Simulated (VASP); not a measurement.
# Cu (P6_3/mmc) in VASP: notebook

Runs on Cu. Level: PBEsol. Tasks: single point.

Program: VASP 6.6.1. These are calculated values, not measurements. Logs are shortened: lines on timing, memory, paths and dates and some standing lists are left out, and cuts for length are marked.

### Step 1. Starting point

The structure is hexagonal, space group P6_3/mmc (No. 194). The conventional cell has a = 2.520 Å, b = 2.520 Å, c = 8.233 Å, α = 90.00°, β = 90.00°, γ = 120.00°. Cu (site symmetry -3m) is surrounded by 12 Cu at 2.52 Å. Cu (site symmetry -6m2) is surrounded by 12 Cu at 2.52 Å.

This isn't the form of Cu at room conditions, which is fcc.

### Step 2. Single point, PBEsol

INCAR reads:

```
PREC = Accurate
ENCUT = 520
EDIFF = 1E-6
ISMEAR = -1
SIGMA = 0.1
LREAL = False
LASPH = True
NELM = 100
ALGO = Normal
ISIF = 2
LWAVE = False
LCHARG = True
GGA = PS
LELF = True
LVHAR = True
NBANDS = 30
```

KPOINTS reads:

```
regular mesh
0
Gamma
  19 19 5
```

POSCAR reads:

```
Cu
1.0
    2.5202818665      0.0000000000      0.0000000000
   -1.2601409332      2.1826281211      0.0000000000
    0.0000000000      0.0000000000      8.2331784202
Cu
4
Direct
    1.0000000000      1.0000000000      0.0000000000
    1.0000000000      1.0000000000      0.5000000000
    0.3333333333      0.6666666667      0.2500000000
    0.6666666667      0.3333333333      0.7500000000
```

Potentials or basis: VASP PAW PBE potentials, release 64 (Cu).

Started as:

```bash
$ cat potpaw_PBE.64/Cu/POTCAR > POTCAR
$ mpirun -np 1 vasp_std > vasp.out
```

OUTCAR:

```text
PREC = Accurate
   ENCUT = 520
   EDIFF = 1E-6
   ISMEAR = -1
   LREAL = False
   LASPH = True
   NELM = 100
   ISIF = 2
   GGA = PS

 ion  position               nearest neighbor table
   1  0.000  0.000  0.000-   3 2.52   4 2.52   3 2.52   4 2.52   4 2.52   3 2.52
   2  0.000  0.000  0.500-   3 2.52   4 2.52   3 2.52   4 2.52   4 2.52   3 2.52
   3  0.333  0.667  0.250-   1 2.52   2 2.52   1 2.52   2 2.52   1 2.52   2 2.52
   4  0.667  0.333  0.750-   1 2.52   2 2.52   1 2.52   2 2.52   1 2.52   2 2.52

  LATTYP: Found a hexagonal cell.
 ALAT       =     2.5202818665
 C/A-ratio  =     3.2667688998

  Lattice vectors:

 A1 = (   2.5202818665,   0.0000000000,   0.0000000000)
 A2 = (  -1.2601409332,   2.1826281211,   0.0000000000)
 A3 = (   0.0000000000,   0.0000000000,   8.2331784202)

Analysis of symmetry for initial positions (statically):
=====================================================================
 Subroutine PRICEL returns:
 Original cell was already a primitive cell.

 Routine SETGRP: Setting up the symmetry group for a
 hexagonal supercell.

 Subroutine GETGRP returns: Found 24 space group operations
 (whereof 12 operations were pure point group operations)
 out of a pool of 24 trial point group operations.

The static configuration has the point symmetry D_3d.
 The point group associated with its full space group is D_6h.

Analysis of symmetry for dynamics (positions and initial velocities):
=====================================================================
 Subroutine PRICEL returns:
 Original cell was already a primitive cell.

 Routine SETGRP: Setting up the symmetry group for a
 hexagonal supercell.

 Subroutine GETGRP returns: Found 24 space group operations
 (whereof 12 operations were pure point group operations)
 out of a pool of 24 trial point group operations.

The dynamic configuration has the point symmetry D_3d.
 The point group associated with its full space group is D_6h.

 Subroutine INISYM returns: Found 24 space group operations
 (whereof 12 operations are pure point group operations),
 and found     1 'primitive' translations

----------------------------------------------------------------------------------------

                                     Primitive cell

  volume of cell :      45.2894

  direct lattice vectors                    reciprocal lattice vectors
     2.520281866  0.000000000  0.000000000     0.396781016  0.229081626  0.000000000
    -1.260140933  2.182628121  0.000000000     0.000000000  0.458163253  0.000000000
     0.000000000  0.000000000  8.233178420     0.000000000  0.000000000  0.121459775

  length of vectors
     2.520281866  2.520281866  8.233178420     0.458163253  0.458163253  0.121459775

  position of ions in fractional coordinates (direct lattice)
     0.000000000  0.000000000  0.000000000
     0.000000000  0.000000000  0.500000000
     0.333333333  0.666666667  0.250000000
     0.666666667  0.333333333  0.750000000

  ion indices of the primitive-cell ions
   primitive index   ion index
                 1           1
                 2           2
                 3           3
                 4           4

----------------------------------------------------------------------------------------

 KPOINTS: regular mesh

Automatic generation of k-mesh.
 Grid dimensions read from file:
 generate k-points for:   19   19    5

 Generating k-lattice:

  Cartesian coordinates                     Fractional coordinates (reciprocal lattice)
     0.020883211  0.012056928  0.000000000     0.052631579  0.000000000  0.000000000
     0.000000000  0.024113855  0.000000000     0.000000000  0.052631579  0.000000000
     0.000000000  0.000000000  0.024291955     0.000000000  0.000000000  0.200000000

  Length of vectors
     0.024113855  0.024113855  0.024291955

  Shift w.r.t. Gamma in fractional coordinates (k-lattice)
     0.000000000  0.000000000  0.000000000

 Subroutine IBZKPT returns following result:
 ===========================================

 Found    120 irreducible k-points:

 Following reciprocal coordinates:
            Coordinates               Weight
  0.000000  0.000000  0.000000      1.000000
  0.052632  0.000000  0.000000      6.000000
  0.105263  0.000000  0.000000      6.000000
  0.157895 -0.000000  0.000000      6.000000
  0.210526  0.000000  0.000000      6.000000
  0.263158  0.000000  0.000000      6.000000
[... 16 lines left out ...]
  0.263158  0.105263  0.000000     12.000000
  0.315789  0.105263  0.000000     12.000000
 [... further k-points ...]
   k-points           NKPTS =    120   k-points in BZ     NKDIM =    120   number of bands    NBANDS=     30
   number of dos      NEDOS =    301   number of ions     NIONS =      4
   total plane-waves  NPLWV =  25600
   dimension x,y,z NGX =    20 NGY =   20 NGZ =   64
   dimension x,y,z NGXF=    40 NGYF=   40 NGZF=  128
   ions per type =               4
   NGX,Y,Z   is equivalent  to a cutoff of  13.19, 13.19, 12.92 a.u.
   NGXF,Y,Z  is equivalent  to a cutoff of  26.39, 26.39, 25.85 a.u.
 SYSTEM =  unknown system
   PREC   = accura    normal or accurate (medium, high low for compatibility)
   ISTART =      0    job   : 0-new  1-cont  2-samecut
   ICHARG =      2    charge: 1-file 2-atom 10-const
   ISPIN  =      1    spin polarized calculation?
   LNONCOLLINEAR =      F non collinear calculations
   LSORBIT =      F    spin-orbit coupling
   LASPH  =      T    aspherical Exc in radial PAW
   ENCUT  =  520.0 eV  38.22 Ry    6.18 a.u.   4.69  4.69 15.31*2*pi/ulx,y,z
   NELM   =    100;   NELMIN=  2; NELMDL= -5     # of ELM steps
   EDIFF  = 0.1E-05   stopping-criterion for ELM
   LREAL  =      F    real-space projection
   EDIFFG = 0.1E-04   stopping-criterion for IOM
   NSW    =      0    number of steps for IOM
   IBRION =     -1    ionic relax: 0-MD 1-quasi-New 2-CG
   NFREE  =      0    steps in history (QN), initial steepest desc. (CG)
   ISIF   =      2    stress and relaxation
   ISYM   =      2    0-nonsym 1-usesym 2-fastsym
   POTIM  = 0.5000    time-step for ionic-motion
   TEBEG  =    0.0;   TEEND  =   0.0 temperature during run
   PSTRESS=    0.0 pullay stress
   NELECT =      44.0000    total number of electrons
   NUPDOWN=      -1.0000    fix difference up-down
   EMIN   =  10.00;   EMAX   =-10.00  energy-range for DOS
   EFERMI =   0.00;   METHOD = LEGACY
   ISMEAR =    -1;   SIGMA  =   0.10  broadening in eV -4-tet -1-fermi 0-gaus
   EFERMI_NEDOS =   21; number of points for ismear=-14 and -15
   IALGO  =     38    algorithm
   IMIX   =      4    mixing-type and parameters
     AMIX     =   0.40;   BMIX     =  1.00
     AMIX_MAG =   1.60;   BMIX_MAG =  1.00
  volume/ion in A,a.u.               =      11.32        76.41
  Fermi-wavevector in a.u.,A,eV,Ry     =   1.621413  3.064026 35.769437  2.628979
  Thomas-Fermi vector in A             =   2.715193
   LORBIT       =      0    0 simple, 1 ext, 2 COOP (PROOUT), +10 PAW based schemes
   GGA     = PS    functional components
   LHFCALC =     F    Hartree Fock is set to
   AEXX    =    0.0000 exact exchange contribution
   IVDW    =     0    specifies the selected vdW correction
   LEPSILON=     F    determine dielectric tensor
   LRPA    =     F    only Hartree local field effects (RPA)
 non-spin polarized calculation
  energy-cutoff  :      520.00
  volume of cell :       45.29
 maximum number of plane-waves:      1237
 NGX is ok and might be reduce to    20
   NGX =  9   NGY =  9   NGZ = 31

 number of electron      43.9999982 magnetization

 Free energy of the ion-electron system (eV)
  ---------------------------------------------------
  ext. energy  EPLUGINS =         0.00000000
  ---------------------------------------------------
  free energy    TOTEN  =       -17.23674705 eV

  energy without entropy =      -17.19792596  energy(sigma->0) =      -17.21733650

 E-fermi :   7.9469     XC(G=0): -13.1563

 val. band max:        7.9404279382   @ k =   0.4737   0.0526   0.4000
 cond. band min:       7.9504909949   @ k =   0.4211   0.1053   0.2000
 fundamental gap:      0.0100630567
 Fermi energy:         7.9469347613

 k-point     1 :       0.0000    0.0000    0.0000
  band No.  band energies     occupation
      1      -1.7832      2.00000
      2       0.3959      2.00000
      3       0.4002      2.00000
      4       2.5931      2.00000
      5       4.4969      2.00000
      6       4.5046      2.00000
[... 22 lines left out ...]
     29      30.1523      0.00000
     30      30.4004      0.00000

 k-point     2 :       0.0526    0.0000    0.0000
  band No.  band energies     occupation
      1      -1.6905      2.00000
      2       0.4786      2.00000
      3       0.4829      2.00000
      4       2.6491      2.00000
      5       4.4487      2.00000
      6       4.4815      2.00000
[... 22 lines left out ...]
     29      29.2237      0.00000
     30      29.2470      0.00000

 k-point     3 :       0.1053    0.0000    0.0000
  band No.  band energies     occupation
      1      -1.4152      2.00000
      2       0.7215      2.00000
      3       0.7256      2.00000
      4       2.8083      2.00000
      5       4.3378      2.00000
      6       4.4211      2.00000
[... 22 lines left out ...]
     29      27.3564      0.00000
     30      27.3742      0.00000

 k-point     4 :       0.1579   -0.0000    0.0000
  band No.  band energies     occupation
      1      -0.9650      2.00000
      2       1.1050      2.00000
      3       1.1090      2.00000
      4       3.0412      2.00000
      5       4.2113      2.00000
      6       4.3353      2.00000
[... 22 lines left out ...]
     29      24.9274      0.00000
     30      24.9741      0.00000

 k-point     5 :       0.2105    0.0000    0.0000
  band No.  band energies     occupation
      1      -0.3560      2.00000
      2       1.5873      2.00000
      3       1.5911      2.00000
      4       3.2868      2.00000
      5       4.1031      2.00000
      6       4.1942      2.00000
[... 22 lines left out ...]
     29      22.5110      0.00000
     30      22.7682      0.00000
[... 526 lines left out ...]
     29      22.2689      0.00000
     30      22.7560      0.00000

 k-point    22 :       0.2105    0.1053    0.0000
  band No.  band energies     occupation
      1       0.6262      2.00000
      2       2.2652      2.00000
      3       2.2701      2.00000
      4       3.5669      2.00000
      5       3.9426      2.00000
      6       4.0307      2.00000
[... 22 lines left out ...]
     29      21.0164      0.00000
     30      22.5900      0.00000

 k-point    23 :       0.2632    0.1053    0.0000
  band No.  band energies     occupation
      1       1.4191      2.00000
      2       2.6384      2.00000
      3       2.6502      2.00000
      4       3.5575      2.00000
      5       3.8069      2.00000
      6       4.0167      2.00000
[... 22 lines left out ...]
     29      20.2130      0.00000
     30      22.4960      0.00000

 k-point    24 :       0.3158    0.1053    0.0000
  band No.  band energies     occupation
      1       2.1622      2.00000
      2       2.8297      2.00000
      3       2.8824      2.00000
      4       3.4745      2.00000
      5       3.7581      2.00000
      6       3.8922      2.00000
[... 22 lines left out ...]
     29      19.5764      0.00000
     30      21.9542      0.00000

 [... further k-points ...]

------------------------ aborting loop because EDIFF is reached ----------------------------------------

  FORCE on cell =-STRESS in cart. coord.  units (eV):
  Direction    XX          YY          ZZ          XY          YZ          ZX
  --------------------------------------------------------------------------------------
  -------------------------------------------------------------------------------------
  Total        0.1371373      0.1371373      0.3840497      0.0000000      0.0000000      0.0000000
  in kB        4.8514308      4.8514308     13.5863140      0.0000000      0.0000000      0.0000000
  external PRESSURE =       7.7630585 kB  Pullay stress =       0.0000000 kB

 VOLUME and BASIS-vectors are now :
 -----------------------------------------------------------------------------
  energy-cutoff  :      520.00
  volume of cell :       45.29
      direct lattice vectors                 reciprocal lattice vectors
     2.520281866  0.000000000  0.000000000     0.396781016  0.229081626  0.000000000
    -1.260140933  2.182628121  0.000000000     0.000000000  0.458163253  0.000000000
     0.000000000  0.000000000  8.233178420     0.000000000  0.000000000  0.121459775

 POSITION                                       TOTAL-FORCE (eV/Angst)
 -----------------------------------------------------------------------------------
      0.00000      0.00000      0.00000         0.000000      0.000000      0.000000
      0.00000      0.00000      4.11659         0.000000      0.000000      0.000000
     -0.00000      1.45509      2.05829         0.000000     -0.000000      0.000000
      1.26014      0.72754      6.17488        -0.000000      0.000000     -0.000000
 -----------------------------------------------------------------------------------
    total drift:                                0.000000     -0.000000      0.000000

  FREE ENERGIE OF THE ION-ELECTRON SYSTEM (eV)
  ---------------------------------------------------
  free  energy   TOTEN  =       -17.2367470527 eV

  energy  without entropy=      -17.1979259558  energy(sigma->0) =      -17.21733650
```

Run time: 83 s. Hardware: 1 thread of Intel Xeon Platinum 8488C (Sapphire Rapids), shared host; peak memory 0.23 GiB.

What came out:

| Property | Result |
| --- | --- |
| Free energy | -17.2367 eV |
| Pressure | 0.8 GPa |
| Band gap on the k mesh | none (metal or under the smearing width) |

Caveat: the PAW data sets were made with another functional, which shifts forces and pressure a little.

(Part 1 of 2 ends here.)
